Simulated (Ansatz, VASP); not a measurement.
# One calculation of Ge, two programs

The input INCAR:

```
PREC = Accurate
ENCUT = 600
EDIFF = 1E-6
ISMEAR = -1
SIGMA = 0.05
LREAL = False
LASPH = True
NELM = 80
ALGO = Normal
ISIF = 3
LWAVE = False
LCHARG = False
GGA = PS
IBRION = 2
NSW = 60
EDIFFG = -0.01
```

The input KPOINTS:

```
regular mesh
0
Gamma
  8 8 8
```

File POSCAR:

```
Ge
1.0
    0.0000000000      2.8289100000      2.8289100000
    2.8289100000      0.0000000000      2.8289100000
    2.8289100000      2.8289100000      0.0000000000
Ge
2
Direct
    0.7500000000      0.7500000000      0.7500000000
    0.5000000000      0.5000000000      0.5000000000
```

The input input.yaml:

```yaml
crystal:
  lattice:
    - [0.0, 2.82891, 2.82891]
    - [2.82891, 0.0, 2.82891]
    - [2.82891, 2.82891, 0.0]
  atoms:
    - { symbol: Ge, position: [0.75, 0.75, 0.75] }
    - { symbol: Ge, position: [0.5, 0.5, 0.5] }
hamiltonian:
  xc: pbesol
  pseudopotentials: { kind: paw }
kpoints:
  mp_grid: { grid: [8, 8, 8] }
scf:
  occupations: { method: fermi_dirac, width: 0.05 }
output:
  forces: true
  stress: true
relax:
  f_tol: 0.01
  max_steps: 40
  cell: { stress_tol: 0.05 }
```

Alike in both runs: task relaxation of cell and atoms; functional PBEsol; k mesh 8 × 8 × 8; occupations fermi-dirac, width 0.05 eV; no spin polarisation.

|  | VASP | Ansatz |
| --- | --- | --- |
| version | VASP 6.6.1 | Ansatz 0.2.0 |
| potentials or method | VASP PAW PBE potentials, release 64 (Ge_d) | Ansatz PAW |
| plane-wave cutoff (eV) | 600 | 420 |
| valence electrons in the cell | 28 | 28 |

|  | VASP | Ansatz | Ansatz less VASP |
| --- | --- | --- | --- |
| relaxed volume (Å³/atom) | 22.90 | 22.86 | -0.038 |
| relaxed cell length with the largest relative difference (Å) | 4.016 | 4.014 | -0.0022 |

Caveats: the PAW data sets were made with another functional, which shifts forces and pressure a little (VASP); the plane-wave basis is chosen anew once the cell has moved, so the energies of steps on either side of that aren't comparable (Ansatz); the PAW data sets come from PBE, with cores solved anew for the run's functional, which leaves a small shift of forces and pressure (Ansatz). Zero-point motion and thermal expansion aren't in these numbers.
